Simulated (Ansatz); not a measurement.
# Tin, bcc under r²SCAN: ground state and equation of state, part 2 of 2

What does r²SCAN give for tin in the bcc structure? We relax it, solve it on a dense k-mesh, switch on spin-orbit coupling, then scale the cell to 7 volumes from 88 to 112 % of the relaxed one and try a fit of the equation of state. The k-meshes are 12×12×12 for the relaxation; 19×19×19 for the dense run; 12×12×12 for spin-orbit coupling; 13×13×13 for the volumes.

Ansatz 0.2.0; DFT, r2SCAN, plane waves (500 eV) with PAW, scalar-relativistic. The steps go on from the part before.

### 9 The cell scaled to 104 % of its volume

input.yaml

```yaml
crystal:
  lattice:
    - [-1.9110612497, 1.9110612497, 1.9110612497]
    - [1.9110612497, -1.9110612497, 1.9110612497]
    - [1.9110612497, 1.9110612497, -1.9110612497]
  atoms:
    - { symbol: Sn, position: [0.0, 0.0, 0.0] }
hamiltonian:
  xc: r2scan
  pseudopotentials:
    kind: paw
    azcp:
      Sn: "pseudopotentials/Sn.paw.azcp"
basis:
  ecutwfc: 500
  fft_grid_basis: typed
kpoints:
  mp_grid: { grid: [13, 13, 13], shift: [0, 0, 0] }
magnetization:
  spin_polarized: false
scf:
  occupations: { method: fermi_dirac, width: 0.1 }
  lower_state_search: "off"
output:
  stress: true
```

On the command line:

```bash
ansatz run input.yaml --threads 1 --pin off --max-ram 3584MiB --backend cpu --events-out ev --progress --plain --runs-dir out
```

The program printed (excerpt; [...] marks lines left out):

```text
[...]
Pseudopotentials: kind: paw
Pseudopotential: Sn, paw, valence charge 14, recommended cutoff 500 eV (meta_gga), <dir>
Functional definition: r2SCAN
[...]
Crystal: 1 atoms, lattice volume = 27.918 Å³
Basis set: ecut = 500 eV, 683 PW (Γ), exchange–correlation on 100×100×100 points (64 copies of the dense FFT grid, shifted against one another)
Bands: 11, of which v1, the nominal top of the filled ones, is band 7 counted from 1 (6 counted from 0)
Symmetry: 48 space group operations
Space group: Im-3m (ITA 229), of the structure as read, at distance tolerance 3.0e-5 Å
k-points: 84 of 2197
[...]
SCF iter   1: F=-6038.396359 eV  HF=-6038.391022 eV  |F-HF|=5.34e-3  |Δ(HF+E_count)|=         —  Δρ=4.44e-3  dr2=2.29e-3  dr2_τ=2.02e-4  ethr=1.77e-3  ⟨swp⟩=5.0  Hψ=5444  notcnv=0
[...]
SCF iter   6: F=-6038.397392 eV  HF=-6038.397391 eV  |F-HF|=3.00e-7  |Δ(HF+E_count)|=   1.48e-6  Δρ=2.17e-5  dr2=8.96e-8  dr2_τ=2.38e-9  ethr=7.14e-10  ⟨swp⟩=5.5  Hψ=3219  notcnv=0
[...]
SCF converged after 6 iterations
Free energy (F): -6038.397392 eV
[...]
E sigma→0 (E₀):  -6038.386641 eV
Entropy (-TS):   -0.021501 eV (-21.501 meV/atom)
Fermi energy:    10.368514 eV
[...]
--- Stress (GPa, compression-positive) ---
       -1.574154       0.000000      -0.000000
       -0.000000      -1.574154       0.000000
        0.000000       0.000000      -1.574154
  P = ⅓ Tr σ = -1.5742 GPa (-15.742 kbar)
```

It took 5.4 s on 1 thread of Intel Xeon Platinum 8259CL at 2.50GHz (Skylake/Cascade Lake), shared host; peak memory 0.55 GiB.

### 10 The cell scaled to 108 % of its volume

input.yaml, as its differences from that of step 9:

```diff
@@ -2,5 +2,5 @@
   lattice:
-    - [-1.9110612497, 1.9110612497, 1.9110612497]
-    - [1.9110612497, -1.9110612497, 1.9110612497]
-    - [1.9110612497, 1.9110612497, -1.9110612497]
+    - [-1.9352544667, 1.9352544667, 1.9352544667]
+    - [1.9352544667, -1.9352544667, 1.9352544667]
+    - [1.9352544667, 1.9352544667, -1.9352544667]
   atoms:
```

On the command line:

```bash
ansatz run input.yaml --threads 1 --pin off --max-ram 3584MiB --backend cpu --events-out ev --progress --plain --runs-dir out
```

The program printed (excerpt; [...] marks lines left out):

```text
[...]
Pseudopotentials: kind: paw
Pseudopotential: Sn, paw, valence charge 14, recommended cutoff 500 eV (meta_gga), <dir>
Functional definition: r2SCAN
[...]
Crystal: 1 atoms, lattice volume = 28.992 Å³
Basis set: ecut = 500 eV, 683 PW (Γ), exchange–correlation on 100×100×100 points (64 copies of the dense FFT grid, shifted against one another)
Bands: 11, of which v1, the nominal top of the filled ones, is band 7 counted from 1 (6 counted from 0)
Symmetry: 48 space group operations
Space group: Im-3m (ITA 229), of the structure as read, at distance tolerance 3.1e-5 Å
k-points: 84 of 2197
[...]
SCF iter   1: F=-6038.380766 eV  HF=-6038.376401 eV  |F-HF|=4.37e-3  |Δ(HF+E_count)|=         —  Δρ=4.32e-3  dr2=2.27e-3  dr2_τ=1.41e-4  ethr=1.77e-3  ⟨swp⟩=5.0  Hψ=5419  notcnv=0
[...]
SCF iter   6: F=-6038.381670 eV  HF=-6038.381670 eV  |F-HF|=3.21e-7  |Δ(HF+E_count)|=   1.52e-6  Δρ=2.23e-5  dr2=9.38e-8  dr2_τ=3.06e-9  ethr=7.14e-10  ⟨swp⟩=5.5  Hψ=3216  notcnv=0
[...]
SCF converged after 6 iterations
Free energy (F): -6038.381670 eV
[...]
E sigma→0 (E₀):  -6038.370922 eV
Entropy (-TS):   -0.021497 eV (-21.497 meV/atom)
Fermi energy:    9.829838 eV
[...]
--- Stress (GPa, compression-positive) ---
       -3.064949      -0.000000      -0.000000
        0.000000      -3.064949      -0.000000
       -0.000000      -0.000000      -3.064949
  P = ⅓ Tr σ = -3.0649 GPa (-30.649 kbar)
```

Wall time 5.6 s (1 thread of Intel Xeon Platinum 8259CL at 2.50GHz (Skylake/Cascade Lake), shared host); peak memory 0.56 GiB.

### 11 The cell scaled to 112 % of its volume

input.yaml, as its differences from that of step 10:

```diff
@@ -2,5 +2,5 @@
   lattice:
-    - [-1.9352544667, 1.9352544667, 1.9352544667]
-    - [1.9352544667, -1.9352544667, 1.9352544667]
-    - [1.9352544667, 1.9352544667, -1.9352544667]
+    - [-1.9588574572, 1.9588574572, 1.9588574572]
+    - [1.9588574572, -1.9588574572, 1.9588574572]
+    - [1.9588574572, 1.9588574572, -1.9588574572]
   atoms:
```

On the command line:

```bash
ansatz run input.yaml --threads 1 --pin off --max-ram 3584MiB --backend cpu --events-out ev --progress --plain --runs-dir out
```

The program printed (excerpt; [...] marks lines left out):

```text
[...]
Pseudopotentials: kind: paw
Pseudopotential: Sn, paw, valence charge 14, recommended cutoff 500 eV (meta_gga), <dir>
Functional definition: r2SCAN
[...]
Crystal: 1 atoms, lattice volume = 30.066 Å³
Basis set: ecut = 500 eV, 767 PW (Γ), exchange–correlation on 100×100×100 points (64 copies of the dense FFT grid, shifted against one another)
Bands: 11, of which v1, the nominal top of the filled ones, is band 7 counted from 1 (6 counted from 0)
Symmetry: 48 space group operations
Space group: Im-3m (ITA 229), of the structure as read, at distance tolerance 3.1e-5 Å
k-points: 84 of 2197
[...]
SCF iter   1: F=-6038.356120 eV  HF=-6038.352564 eV  |F-HF|=3.56e-3  |Δ(HF+E_count)|=         —  Δρ=4.24e-3  dr2=2.31e-3  dr2_τ=1.04e-4  ethr=1.77e-3  ⟨swp⟩=5.0  Hψ=5419  notcnv=0
[...]
SCF iter   6: F=-6038.357005 eV  HF=-6038.357005 eV  |F-HF|=2.13e-7  |Δ(HF+E_count)|=   1.71e-6  Δρ=1.86e-5  dr2=6.25e-8  dr2_τ=2.67e-9  ethr=7.14e-10  ⟨swp⟩=5.5  Hψ=3213  notcnv=0
[...]
SCF converged after 6 iterations
Free energy (F): -6038.357005 eV
[...]
E sigma→0 (E₀):  -6038.346304 eV
Entropy (-TS):   -0.021401 eV (-21.401 meV/atom)
Fermi energy:    9.332685 eV
[...]
--- Stress (GPa, compression-positive) ---
       -4.254416       0.000000       0.000000
        0.000000      -4.254416      -0.000000
       -0.000000      -0.000000      -4.254416
  P = ⅓ Tr σ = -4.2544 GPa (-42.544 kbar)
```

Run time: 6.2 s. Hardware: 1 thread of Intel Xeon Platinum 8259CL at 2.50GHz (Skylake/Cascade Lake), shared host; peak memory 0.56 GiB.

### 12 The equation of state

The cell was scaled evenly, with its shape and the fractional positions fixed.

```csv
V (Å³/atom),E − E₀ (meV/atom),P from the stress (GPa),P from the fit (GPa)
23.623,86.4,9.41,9.35
24.697,36.8,5.64,5.60
25.770,9.6,2.66,2.63
26.844,0.1,0.30,0.29
27.918,4.7,-1.57,-1.58
28.992,20.4,-3.06,-3.06
30.066,45.0,-4.25,-4.23
```

A third-order Birch-Murnaghan fit gives V₀ = 26.993 Å³/atom, B₀ = 51 GPa and B₀′ = 4.8; it misses no point by more than 0.02 meV/atom.

### 13 Outcome

What follows sums up all 2 parts.

| quantity | value |
| --- | --- |
| space group (spins left aside) | Im-3m (No. 229) |
| conventional cell | a = 3.772 Å |
| volume | 26.844 Å³/atom |
| shortest distance | 3.267 Å |
| gap on the mesh | none (levels filled in part) |
| relative to alpha-Sn (diamond) | +246 meV/atom |
| V₀, B₀, B₀′ | 26.993 Å³/atom, 51 GPa, 4.8 |

**Reading.** From the guessed start the volume shrank by 4.2 % in 3 steps. Against the reference form of tin (alpha-Sn (diamond), computed apart with the same settings) it stands 246 meV/atom higher, so it is far from stable. Levels at the Fermi energy are filled in part, as in a metal. Totals with and without spin-orbit coupling (+10.2 eV/atom apart) can't be read as binding, since the two-component data shift the zero of energy. B₀ comes out at 51 GPa. Relaxation kept the symmetry; phonons were not checked.
